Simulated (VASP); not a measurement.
# W (Im-3m) in VASP: a series of runs

The runs below take W through relaxation of the atoms, with PBEsol.

Program: VASP 6.6.1. These are calculated values, not measurements. Logs are shortened: lines on timing, memory, paths and dates and some standing lists are left out, and cuts for length are marked.

### 1 The undisturbed crystal

The structure is cubic, space group Im-3m (No. 229). The conventional cell has a = 3.165 Å, b = 3.165 Å, c = 3.165 Å, α = 90.00°, β = 90.00°, γ = 90.00°. W (site symmetry m-3m) is surrounded by 8 W at 2.74 Å.

### 2 Relaxation of the atoms, PBEsol (a relaxed cell with its volume scaled by 1.02)

Contents of INCAR:

```
SYSTEM = W
ALGO = Fast
EDIFF = 1E-7
EDIFFG = -0.01
ENCUT = 600
GGA = PS
IBRION = 2
ISIF = 2
ISMEAR = 1
LASPH = .TRUE.
LCHARG = .FALSE.
LREAL = .FALSE.
LWAVE = .FALSE.
NELM = 80
NSW = 40
PREC = Accurate
SIGMA = 0.1
```

Contents of KPOINTS:

```
k-points
0
G
  16 16 16
  0 0 0
```

Contents of POSCAR:

```
W                                       
1.0
   -1.5880546733      1.5880546733      1.5880546733
    1.5880546733     -1.5880546733      1.5880546733
    1.5880546733      1.5880546733     -1.5880546733
  W             
     1
Direct
     0.0000000000000000    0.0000000000000000    0.0000000000000000
```

Potentials or basis: VASP PAW PBE potentials, release 64 (W_sv).

Started as:

```
> cat potpaw_PBE.64/W_sv/POTCAR > POTCAR
> mpirun -np 1 vasp_std > vasp.out
```

OUTCAR:

```text
SYSTEM = W
   EDIFF = 1E-7
   EDIFFG = -0.01
   ENCUT = 600
   GGA = PS
   IBRION = 2
   ISIF = 2
   ISMEAR = 1
   LASPH = .TRUE.
   LREAL = .FALSE.
   NELM = 80
   NSW = 40
   PREC = Accurate

 ion  position               nearest neighbor table
   1  0.000  0.000  0.000-

  LATTYP: Found a body centered cubic cell.
 ALAT       =     3.1761093466

  Lattice vectors:

 A1 = (  -1.5880546733,   1.5880546733,   1.5880546733)
 A2 = (   1.5880546733,  -1.5880546733,   1.5880546733)
 A3 = (   1.5880546733,   1.5880546733,  -1.5880546733)

Analysis of symmetry for initial positions (statically):
=====================================================================
 Subroutine PRICEL returns:
 Original cell was already a primitive cell.

 Routine SETGRP: Setting up the symmetry group for a
 body centered cubic supercell.

 Subroutine GETGRP returns: Found 48 space group operations
 (whereof 48 operations were pure point group operations)
 out of a pool of 48 trial point group operations.

The static configuration has the point symmetry O_h .

Analysis of symmetry for dynamics (positions and initial velocities):
=====================================================================
 Subroutine PRICEL returns:
 Original cell was already a primitive cell.

 Routine SETGRP: Setting up the symmetry group for a
 body centered cubic supercell.

 Subroutine GETGRP returns: Found 48 space group operations
 (whereof 48 operations were pure point group operations)
 out of a pool of 48 trial point group operations.

The dynamic configuration has the point symmetry O_h .

 Subroutine INISYM returns: Found 48 space group operations
 (whereof 48 operations are pure point group operations),
 and found     1 'primitive' translations

----------------------------------------------------------------------------------------

                                     Primitive cell

  volume of cell :      16.0198

  direct lattice vectors                    reciprocal lattice vectors
    -1.588054673  1.588054673  1.588054673     0.000000000  0.314850621  0.314850621
     1.588054673 -1.588054673  1.588054673     0.314850621  0.000000000  0.314850621
     1.588054673  1.588054673 -1.588054673     0.314850621  0.314850621  0.000000000

  length of vectors
     2.750591379  2.750591379  2.750591379     0.445266018  0.445266018  0.445266018

  position of ions in fractional coordinates (direct lattice)
     0.000000000  0.000000000  0.000000000

  ion indices of the primitive-cell ions
   primitive index   ion index
                 1           1

----------------------------------------------------------------------------------------

 KPOINTS: k-points

Automatic generation of k-mesh.
 Grid dimensions read from file:
 generate k-points for:   16   16   16

 Generating k-lattice:

  Cartesian coordinates                     Fractional coordinates (reciprocal lattice)
     0.000000000  0.019678164  0.019678164     0.062500000  0.000000000  0.000000000
     0.019678164  0.000000000  0.019678164     0.000000000  0.062500000  0.000000000
     0.019678164  0.019678164  0.000000000     0.000000000  0.000000000  0.062500000

  Length of vectors
     0.027829126  0.027829126  0.027829126

  Shift w.r.t. Gamma in fractional coordinates (k-lattice)
     0.000000000  0.000000000  0.000000000

 Subroutine IBZKPT returns following result:
 ===========================================

 Found    145 irreducible k-points:

 Following reciprocal coordinates:
            Coordinates               Weight
  0.000000  0.000000  0.000000      1.000000
  0.062500  0.000000  0.000000     12.000000
  0.125000  0.000000  0.000000     12.000000
  0.187500  0.000000  0.000000     12.000000
  0.250000  0.000000  0.000000     12.000000
  0.312500  0.000000  0.000000     12.000000
[... 16 lines left out ...]
  0.187500  0.187500  0.000000     24.000000
  0.250000  0.187500 -0.000000     48.000000
 [... further k-points ...]
   k-points           NKPTS =    145   k-points in BZ     NKDIM =    145   number of bands    NBANDS=     11
   number of dos      NEDOS =    301   number of ions     NIONS =      1
   total plane-waves  NPLWV =  13824
   dimension x,y,z NGX =    24 NGY =   24 NGZ =   24
   dimension x,y,z NGXF=    48 NGYF=   48 NGZF=   48
   ions per type =               1
   NGX,Y,Z   is equivalent  to a cutoff of  14.51, 14.51, 14.51 a.u.
   NGXF,Y,Z  is equivalent  to a cutoff of  29.01, 29.01, 29.01 a.u.
 SYSTEM =  W
   PREC   = accura    normal or accurate (medium, high low for compatibility)
   ISTART =      0    job   : 0-new  1-cont  2-samecut
   ICHARG =      2    charge: 1-file 2-atom 10-const
   ISPIN  =      1    spin polarized calculation?
   LNONCOLLINEAR =      F non collinear calculations
   LSORBIT =      F    spin-orbit coupling
   LASPH  =      T    aspherical Exc in radial PAW
   ENCUT  =  600.0 eV  44.10 Ry    6.64 a.u.   5.49  5.49  5.49*2*pi/ulx,y,z
   NELM   =     80;   NELMIN=  2; NELMDL= -5     # of ELM steps
   EDIFF  = 0.1E-06   stopping-criterion for ELM
   LREAL  =      F    real-space projection
   EDIFFG = -.1E-01   stopping-criterion for IOM
   NSW    =     40    number of steps for IOM
   IBRION =      2    ionic relax: 0-MD 1-quasi-New 2-CG
   NFREE  =      1    steps in history (QN), initial steepest desc. (CG)
   ISIF   =      2    stress and relaxation
   ISYM   =      2    0-nonsym 1-usesym 2-fastsym
   POTIM  = 0.5000    time-step for ionic-motion
   TEBEG  =    0.0;   TEEND  =   0.0 temperature during run
   PSTRESS=    0.0 pullay stress
   NELECT =      14.0000    total number of electrons
   NUPDOWN=      -1.0000    fix difference up-down
   EMIN   =  10.00;   EMAX   =-10.00  energy-range for DOS
   EFERMI =   0.00;   METHOD = LEGACY
   ISMEAR =     1;   SIGMA  =   0.10  broadening in eV -4-tet -1-fermi 0-gaus
   EFERMI_NEDOS =   21; number of points for ismear=-14 and -15
   IALGO  =     68    algorithm
   IMIX   =      4    mixing-type and parameters
     AMIX     =   0.40;   BMIX     =  1.00
     AMIX_MAG =   1.60;   BMIX_MAG =  1.00
  volume/ion in A,a.u.               =      16.02       108.11
  Fermi-wavevector in a.u.,A,eV,Ry     =   1.565184  2.957769 33.331565  2.449801
  Thomas-Fermi vector in A             =   2.667698
   LORBIT       =      0    0 simple, 1 ext, 2 COOP (PROOUT), +10 PAW based schemes
   GGA     = PS    functional components
   LHFCALC =     F    Hartree Fock is set to
   AEXX    =    0.0000 exact exchange contribution
   IVDW    =     0    specifies the selected vdW correction
   LEPSILON=     F    determine dielectric tensor
   LRPA    =     F    only Hartree local field effects (RPA)
 conjugate gradient relaxation of ions
 non-spin polarized calculation
 RMM-DIIS sequential band-by-band and
 Methfessel and Paxton  Order N= 1 SIGMA  =   0.10
  energy-cutoff  :      600.00
  volume of cell :       16.02
 maximum number of plane-waves:       555
 NGX is ok and might be reduce to    24
   NGX = 11   NGY = 11   NGZ = 11

 number of electron      14.0000002 magnetization

 Free energy of the ion-electron system (eV)
  ---------------------------------------------------
  ext. energy  EPLUGINS =         0.00000000
  ---------------------------------------------------
  free energy    TOTEN  =       -13.80216215 eV

  energy without entropy =      -13.80153892  energy(sigma->0) =      -13.80195441

 E-fermi :  11.1669     XC(G=0): -13.7003

 val. band max:       11.1608643504   @ k =  -0.3125   0.3125   0.1875
 cond. band min:      11.1855855058   @ k =  -0.2500   0.2500   0.1250
 fundamental gap:      0.0247211554
 Fermi energy:        11.1669359827

 k-point     1 :       0.0000    0.0000    0.0000
  band No.  band energies     occupation
      1     -63.0314      2.00000
      2     -26.6050      2.00000
      3     -26.6050      2.00000
      4     -26.6050      2.00000
      5       1.5283      2.00000
      6       9.9088      2.00000
      7       9.9088      2.00000
      8       9.9088      2.00000
      9      13.3359      0.00000
     10      13.3359      0.00000
     11      25.6401      0.00000

 k-point     2 :       0.0625    0.0000    0.0000
  band No.  band energies     occupation
      1     -63.0266      2.00000
      2     -26.6564      2.00000
      3     -26.6211      2.00000
      4     -26.6052      2.00000
      5       1.7156      2.00000
      6       9.7952      2.00000
      7       9.8828      2.00000
      8      10.0892      2.00000
      9      13.1561     -0.00000
     10      13.3373      0.00000
     11      25.8097      0.00000

 k-point     3 :       0.1250    0.0000    0.0000
  band No.  band energies     occupation
      1     -63.0128      2.00000
      2     -26.8010      2.00000
      3     -26.6665      2.00000
      4     -26.6059      2.00000
      5       2.2511      2.00000
      6       9.4877      2.00000
      7       9.7638      2.00000
      8      10.6232      2.00000
      9      12.8060     -0.00000
     10      13.3528      0.00000
     11      26.1725      0.00000

 k-point     4 :       0.1875    0.0000    0.0000
  band No.  band energies     occupation
      1     -62.9920      2.00000
      2     -27.0124      2.00000
      3     -26.7340      2.00000
      4     -26.6070      2.00000
      5       3.0478      2.00000
      6       9.0651      2.00000
      7       9.5098      2.00000
      8      11.4876     -0.00006
      9      12.6231     -0.00000
     10      13.4078      0.00000
     11      26.3692      0.00000
[... 239 lines left out ...]
 k-point    22 :       0.4375    0.1250    0.0000
  band No.  band energies     occupation
      1     -62.8982      2.00000
      2     -27.7948      2.00000
      3     -27.0747      2.00000
      4     -26.6790      2.00000
      5       5.4245      2.00000
      6       7.7280      2.00000
      7      10.6847      2.00000
      8      13.0526     -0.00000
      9      14.5924      0.00000
     10      18.0841      0.00000
     11      21.2668      0.00000

 k-point    23 :       0.1875    0.1875    0.0000
  band No.  band energies     occupation
      1     -62.9370      2.00000
      2     -27.4640      2.00000
      3     -26.9091      2.00000
      4     -26.6965      2.00000
      5       5.2129      2.00000
      6       8.2919      2.00000
      7       8.6517      2.00000
      8      12.4049     -0.00000
      9      14.0809      0.00000
     10      14.8044      0.00000
     11      24.9512      0.00000

 k-point    24 :       0.2500    0.1875   -0.0000
  band No.  band energies     occupation
      1     -62.9176      2.00000
      2     -27.5885      2.00000
      3     -27.0142      2.00000
      4     -26.7130      2.00000
      5       5.8035      2.00000
      6       8.0275      2.00000
      7       8.8221      2.00000
      8      12.6659     -0.00000
      9      14.1717      0.00000
     10      16.3677      0.00000
     11      23.4710      0.00000

 [... further k-points ...]
[... 5 lines left out ...]
  --------------------------------------------------------------------------------------
  -------------------------------------------------------------------------------------
  Total       -0.6173781     -0.6173781     -0.6173781      0.0000000      0.0000000     -0.0000000
  in kB      -61.7455249    -61.7455249    -61.7455249      0.0000000      0.0000000     -0.0000000
  external PRESSURE =     -61.7455249 kB  Pullay stress =       0.0000000 kB

 VOLUME and BASIS-vectors are now :
 -----------------------------------------------------------------------------
  energy-cutoff  :      600.00
  volume of cell :       16.02
      direct lattice vectors                 reciprocal lattice vectors
    -1.588054673  1.588054673  1.588054673     0.000000000  0.314850621  0.314850621
     1.588054673 -1.588054673  1.588054673     0.314850621  0.000000000  0.314850621
     1.588054673  1.588054673 -1.588054673     0.314850621  0.314850621  0.000000000

 POSITION                                       TOTAL-FORCE (eV/Angst)
 -----------------------------------------------------------------------------------
      0.00000      0.00000      0.00000         0.000000     -0.000000      0.000000
 -----------------------------------------------------------------------------------
    total drift:                                0.000000      0.000000     -0.000000

  FREE ENERGIE OF THE ION-ELECTRON SYSTEM (eV)
  ---------------------------------------------------
  free  energy   TOTEN  =       -13.8021621547 eV

  energy  without entropy=      -13.8015389150  energy(sigma->0) =      -13.80195441

 reached required accuracy - stopping structural energy minimisation
```

Wall time 11 s (1 thread of Intel Xeon 6975P-C (Granite Rapids), shared host); peak memory 0.16 GiB.

Results:

```yaml
Free_energy: -13.8022 eV
Pressure_after_relaxing: -6.2 GPa
Band_gap_on_the_k_mesh: none (metal or under the smearing width)
```

Final structure:
```cif
data_structure
_symmetry_space_group_name_H-M 'P 1'
_symmetry_Int_Tables_number 1
_cell_length_a 2.7506
_cell_length_b 2.7506
_cell_length_c 2.7506
_cell_angle_alpha 109.471
_cell_angle_beta 109.471
_cell_angle_gamma 109.471
_cell_volume 16.02
loop_
_atom_site_label
_atom_site_type_symbol
_atom_site_fract_x
_atom_site_fract_y
_atom_site_fract_z
_atom_site_occupancy
W1 W 0.00000 0.00000 0.00000 1
```

Caveat: the relaxation stopped at its first step, so nothing moved; the PAW data sets were made with another functional, which shifts forces and pressure a little. The run has no spin-orbit coupling, so splittings on W are missing.

### 3 Relaxation of the atoms, PBEsol (a relaxed cell with its volume scaled by 1.04)

INCAR is that of step 2.

KPOINTS is that of step 2.

Contents of POSCAR:

```
W                                       
1.0
   -1.5983670056      1.5983670056      1.5983670056
    1.5983670056     -1.5983670056      1.5983670056
    1.5983670056      1.5983670056     -1.5983670056
  W             
     1
Direct
     0.0000000000000000    0.0000000000000000    0.0000000000000000
```

Potentials or basis: VASP PAW PBE potentials, release 64 (W_sv).

Started as:

```
> cat potpaw_PBE.64/W_sv/POTCAR > POTCAR
> mpirun -np 1 vasp_std > vasp.out
```

Wall time 10 s (1 thread of Intel Xeon 6975P-C (Granite Rapids), shared host); peak memory 0.16 GiB.

Results (log left out):

```
Free energy             : -13.7846 eV
Pressure after relaxing : -11.7 GPa
Band gap on the k mesh  : none (metal or under the smearing width)
```

Final structure:
```xyz
1
Lattice="-1.5984 1.5984 1.5984 1.5984 -1.5984 1.5984 1.5984 1.5984 -1.5984" Properties=species:S:1:pos:R:3 pbc="T T T"
W     0.0000    0.0000    0.0000
```

Levels at points of the mesh, in eV from the Fermi level:
| k point | band 5 | band 6 | band 7 | band 8 | band 9 | band 10 |
| --- | --- | --- | --- | --- | --- | --- |
| (0.00, 0.00, 0.00) | -9.52 | -1.22 | -1.22 | -1.22 | 2.13 | 2.13 |
| (0.50, 0.00, 0.00) | -6.13 | -3.47 | 0.56 | 2.01 | 2.95 | 5.86 |
| (0.50, 0.50, 0.50) | -5.65 | -5.65 | 4.93 | 4.93 | 4.93 | 7.98 |

Caveat: the relaxation stopped at its first step, so nothing moved; the PAW data sets were made with another functional, which shifts forces and pressure a little. The run has no spin-orbit coupling, so splittings on W are missing.
